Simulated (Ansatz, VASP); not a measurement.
# BP in two plane-wave programs, part 2 of 2

One calculation is typed for both programs; each brings its own data sets and cutoff. How far apart do they land? The cell is a member of a volume series, scaled by 0.985 from a relaxed one, so a pressure remains.

VASP 6.6.1 and Ansatz 0.2.0.

So far. Step 2 (Ansatz: single point, LDA, volume scaled by 0.985): The run ends at a pressure of 2.80 GPa. Step 6 (Ansatz: single point, PBEsol with D3(BJ), volume scaled …): The run ends at a pressure of 2.57 GPa.

## (7) Side by side

What differs besides the data sets and the points named for the pairs above, as far as they apply: Ansatz makes its cores anew for this functional, VASP keeps those of its PBE data sets; VASP leaves aspherical gradient terms in its spheres out (LASPH is not set), Ansatz keeps them. Total energies have different zeros and are not compared.

Both answers:

| quantity | Ansatz | VASP | difference |
| --- | --- | --- | --- |
| pressure (GPa) | 2.57 | 2.72 | -0.14 |
| pressure without Ansatz's Pulay correction (GPa) | 2.43 | 2.72 | -0.29 |
| gap on the k mesh (eV) | 1.112 | 1.108 | +0.004 |

A gap on the mesh is an upper bound, since the band edges may lie between its points. Ansatz's pressure holds a Pulay correction of 0.14 GPa; VASP's holds none.

## (8) Ansatz: single point, r2SCAN, volume scaled by 0.985

A single point gives forces, pressure and levels at one fixed geometry, so differences don't come from the geometry; what else differs is listed under the comparison. The cell compared in this pair holds 22.93 Å³, against 22.29 Å³ for the pair before.

The cell is a member of a volume series, scaled by 0.985 from a relaxed one, so a pressure remains.

input.yaml reads:

```yaml
crystal:
  lattice:
    - [0.0, 2.2548434, 2.2548434]
    - [2.2548434, 0.0, 2.2548434]
    - [2.2548434, 2.2548434, 0.0]
  atoms:
    - { symbol: P, position: [0.75, 0.75, 0.75] }
    - { symbol: B, position: [0.0, 0.0, 0.0] }
hamiltonian:
  xc: r2scan
  pseudopotentials: { kind: paw }
kpoints:
  mp_grid: { grid: [8, 8, 8] }
scf:
  occupations: { method: gaussian, width: 0.03 }
  n_extra_bands: 4
output:
  forces: true
  stress: true
  eigenvalues: true
```

Command:

```bash
$ ansatz run input.yaml --threads 2 --pin off --max-ram 4608MiB --backend cpu --events-out ev --progress --plain --runs-dir out
```

Numbers of over 12 decimals in the logs are rounded to 6 here.

Log:

```text
[...]
Crystal: 2 atoms, lattice volume = 22.929 Å³
Basis set: ecut = 500 eV, 561 PW (Γ), exchange–correlation on 96×96×96 points (64 copies of the dense FFT grid, shifted against one another)
Bands: 8, of which v1, the nominal top of the filled ones, is band 4 counted from 1 (3 counted from 0)
Symmetry: 24 space group operations
[...]
k-points: 29 of 512 (time reversal used)
[...]
Free energy (F): -916.681310 eV
[...]
Internal energy: -916.681310 eV  (E = F + TS)
E sigma→0 (E₀):  -916.681310 eV
Fermi energy:    10.206782 eV
[...]
--- Stress (GPa, compression-positive) ---
        3.135614      -0.000000      -0.000000
        0.000000       3.135614       0.000000
       -0.000000       0.000000       3.135614
  P = ⅓ Tr σ = 3.1356 GPa (31.356 kbar)
--- Band table (eV; the first three rows and the last of 29) ---
[...]
[key lines of the parts left out:]
SCF converged after 6 iterations
```

The job ended after 1.9 s (2 threads of Arm Neoverse N1, shared host; peak memory 0.31 GiB; 3.1 s of CPU time).

The run ends at a pressure of 3.14 GPa.

## (9) VASP: single point, r2SCAN, volume scaled by 0.985

The same cell, functional, mesh and smearing now go to VASP, with its own data sets and cutoff.

The input asks for a relaxation, which ended at its first step since no free force or stress exceeded the threshold; so it serves as a single point.

INCAR reads:

```
SYSTEM = BP
PREC = Accurate
ENCUT = 450
EDIFF = 1E-06
NELM = 100
ISMEAR = 0
SIGMA = 0.03
LREAL = .FALSE.
ALGO = Normal
METAGGA = R2SCAN
LASPH = .TRUE.
NBANDS = 10
LORBIT = 11
LWAVE = .FALSE.
LCHARG = .FALSE.
KPAR = 2
IBRION = 2
NSW = 30
ISIF = 4
EDIFFG = -0.01
```

POSCAR reads:

```
BP
1.0
    0.0000000000      2.2548434026      2.2548434026
    2.2548434026      0.0000000000      2.2548434026
    2.2548434026      2.2548434026      0.0000000000
P B
1 1
Direct
    0.7500000000      0.7500000000      0.7500000000
    0.0000000000      0.0000000000      0.0000000000
```

KPOINTS reads:

```
Automatic mesh
0
Gamma
8 8 8
0 0 0
```

PAW data sets: P and B (PBE family, release 64).

Command:

```bash
$ mpirun -np 2 vasp_std
```

Log:

```text
[banner, memory and clock lines left out]
running    2 mpi-ranks, on    1 nodes
[...]
[... a notice as in an earlier step ...]

 LDA part: xc-table for (None), standard interpolation
 POSCAR, INCAR and KPOINTS ok, starting setup
[...]
entering main loop
       N       E                     dE             d eps       ncg     rms          rms(c)
DAV:   1     0.321148180075E+01    0.32115E+01   -0.38316E+03   588   0.667E+02
DAV:   2    -0.186789338922E+02   -0.21890E+02   -0.21004E+02   808   0.111E+02
DAV:   3    -0.191951275202E+02   -0.51619E+00   -0.51399E+00   704   0.158E+01
DAV:   4    -0.191972692827E+02   -0.21418E-02   -0.21416E-02   720   0.113E+00
[...]
DAV:   9    -0.173052402811E+02   -0.30792E-03   -0.69087E-04   696   0.209E-01    0.721E-02
DAV:  10    -0.173053111335E+02   -0.70852E-04   -0.78109E-05   692   0.729E-02    0.216E-02
DAV:  11    -0.173053115040E+02   -0.37049E-06   -0.42810E-06   770   0.150E-02
   1 F= -.17305312E+02 E0= -.17305312E+02  d E =-.173053E+02
[...]
reached required accuracy - stopping structural energy minimisation
```

Parts of OUTCAR (step 9):

```text
  Total        0.3810272      0.3810272      0.3810272      0.0000000     -0.0000000     -0.0000000
  in kB       26.6248635     26.6248635     26.6248635      0.0000000     -0.0000000     -0.0000000
  external PRESSURE =      26.6248635 kB  Pullay stress =       0.0000000 kB

 POSITION                                       TOTAL-FORCE (eV/Angst)
 -----------------------------------------------------------------------------------
      3.38227      3.38227      3.38227         0.000000     -0.000000     -0.000000
      0.00000      0.00000      0.00000        -0.000000      0.000000      0.000000
 -----------------------------------------------------------------------------------
    total drift:                               -0.000000     -0.000000     -0.000000

  FREE ENERGIE OF THE ION-ELECTRON SYSTEM (eV)
  ---------------------------------------------------
  free  energy   TOTEN  =       -17.3053115040 eV

  energy  without entropy=      -17.3053115040  energy(sigma->0) =      -17.30531150

[... 2 parts as in an earlier step ...]

[... 2 further parts left out ...]
[key lines of the parts left out:]
E-fermi :   7.7769
```

## (10) Side by side

What differs besides the data sets and the points named for the pairs above, as far as they apply: VASP keeps PBE cores, Ansatz makes them for the functional; the cutoff is 500 eV in Ansatz and 450 eV in VASP. Total energies have different zeros and are not compared.

The two programs side by side:

| quantity | Ansatz | VASP | difference |
| --- | --- | --- | --- |
| pressure (GPa) | 3.14 | 2.66 | +0.47 |
| gap on the k mesh (eV) | 1.424 | 1.454 | -0.030 |

A gap on the mesh is an upper bound, since the band edges may lie between its points.

## (11) Outcome

```yaml
difference_in_gap_on_the_k_mesh_single_point_lda_volume_scaled_by_0p985: -0.0011 eV
difference_in_gap_on_the_k_mesh_single_point_pbesol_with_d3_bj_volume_scaled_by_0p985: 0.0040 eV
difference_in_gap_on_the_k_mesh_single_point_r2scan_volume_scaled_by_0p985: -0.030 eV
```

What this shows: The difference in gap on the k mesh is -0.030 eV (single point, r2SCAN, volume scaled by 0.985), within the 0.08 eV picked in this series as the mark of a large difference. 4 further runs of this series are not shown here. Such differences can come from data sets, numerical settings and the points named under the comparisons, not from the functional's error against experiment.

[Lines on the potential files, build, host, timing and source positions are cut from VASP's logs without a mark.]

[Logs are printed without paths, hosts, clocks, repeated set-up lines and the standing remarks that a program may print on its own settings, such as how far it seeks lower states.]

[Hosts, paths, dates, database ids (printed as entryN), source tags and the programs' standing remarks are cut or masked in the printed files.]
